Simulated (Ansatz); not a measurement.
System: rock-salt LiI. Method: PBE0 in Ansatz (PAW).

The input as run:

Ansatz 0.2 input:
```yaml
crystal:
  lattice:
    - [0.0, 2.9911842108, 2.9911842108]
    - [2.9911842108, 0.0, 2.9911842108]
    - [2.9911842108, 2.9911842108, 0.0]
  atoms:
    - { symbol: Li, position: [0.0, 0.0, 0.0] }
    - { symbol: I, position: [0.5, 0.5, 0.5] }
basis:
  ecutwfc: 460
  ecutrho_ratio: 4
  xc_grid: 2
kpoints:
  mp_grid: { grid: [8, 8, 8] }
  band_path: { path: [[0, 0, 0], [-0.088542, 0.0, 0.088542]], npoints: 1 }
hamiltonian:
  xc: pbe0
  dispersion: none
  pseudopotentials: { kind: paw }
scf:
  occupations: { method: fermi_dirac, width: 0.01 }
  convergence: { dr2_threshold: 0.0000000002 }
output:
  forces: true
  stress: true
  eigenvalues: true
  write_bands: true
```

The run printed, among other lines:

```
WARN output.stress: scf.exx.energy_threshold = 1e-6 eV is looser than the 2e-8 eV advised for a stress under a hybrid functional (1e-8 eV for each atom of the …
Crystal: 2 atoms, lattice volume = 53.525 Å³
Basis set: ecut = 460 eV, 1243 PW (Γ), exchange–correlation on 60×60×60 points (8 copies of the dense FFT grid, shifted against one another)
Bands: 14, of which v1, the nominal top of the filled ones, is band 10 counted from 1 (9 counted from 0)
Symmetry: 48 space group operations
Space group: Fm-3m (ITA 225), of the structure as read, at distance tolerance 3.8e-5 Å
k-points: 29 of 512
Functional: x = pbe(κ = 0.804, μ = 0.2195149727645171), c = pbe(β = 0.06672455060314922), warm-up for x = 0.75 pbe(κ = 0.804, μ = 0.2195149727645171) + 0.25 exact, c = pbe(β = 0.06672455060314922)
SCF iter   1: F=—  HF=-7719.999223 eV  |F-HF|=—  |Δ(HF+E_count)|=         —  Δρ=1.07e-3  dr2=1.36e-3
SCF iter   2: F=-7719.998925 eV  HF=-7719.998887 eV  |F-HF|=3.83e-5  |Δ(HF+E_count)|=   3.36e-4  Δρ=2.47e-4  dr2=3.02e-5
Crystal: 2 atoms, lattice volume = 53.525 Å³
Initial density: handed on by an earlier stage of this run
Functional: x = 0.75 pbe(κ = 0.804, μ = 0.2195149727645171) + 0.25 exact, c = pbe(β = 0.06672455060314922)
  ...
Crystal: 2 atoms, lattice volume = 53.525 Å³
SCF iter   4: F=—  HF=-7724.061047 eV  |F-HF|=—  |Δ(HF+E_count)|=  6.31e-10  Δρ=9.16e-7  dr2=2.02e-10
SCF iter   5: F=-7724.061047 eV  HF=-7724.061047 eV  |F-HF|=7.28e-12  |Δ(HF+E_count)|=  1.65e-10  Δρ=2.61e-7  dr2=3.97e-11
SCF 3 converged in 5 iterations: F = -7724.061047 eV  dr2 = 3.97e-11
Free energy (F): -7724.061047 eV
Internal energy: -7724.061047 eV  (E = F + TS)
E sigma→0 (E₀):  -7724.061047 eV
Fermi energy:    6.228160 eV
--- Forces (eV/Å), atoms counted from 1 ---
  atom   1  Li    -0.00000000     0.00000000     0.00000000
  atom   2  I      0.00000000    -0.00000000     0.00000000
--- Stress (GPa, compression-positive) ---
        0.000608      -0.000000      -0.000000
        0.000000       0.000608      -0.000000
       -0.000000       0.000000       0.000608
  P = ⅓ Tr σ = 0.0006 GPa (0.006 kbar)
```

The PAW data were made under PBE.

Cost on a shared machine: roughly 3 core-minutes.

Ansatz is a program for electronic structure.
